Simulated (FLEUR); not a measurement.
Crystal: LiF (Griceite).

```
F Li
1.0
     0.00000    2.01400    2.01400
     2.01400    0.00000    2.01400
     2.01400    2.01400    0.00000
F Li
1 1
Direct
  0.50000 0.50000 0.50000
  0.00000 0.00000 0.00000
```

Base run:

```yaml
Program: FLEUR MaX-R8.1 (later development tree)
Functional: AM05
Potentials_or_basis: all-electron
Basis: FLAPW
Kmax: 4.1 1/bohr
k_mesh: 11 × 11 × 11
Occupations: fermi-dirac, width 0.05 eV
Spin: no spin polarisation
```

Its results: band gap on the k mesh 9.08 eV, direct.

Q: The run is repeated on the same cell with these changes: functional from AM05 to WC. What comes out?

A: Band gap on the k mesh 8.92 eV, direct.

Not every run made on this cell is shown here.
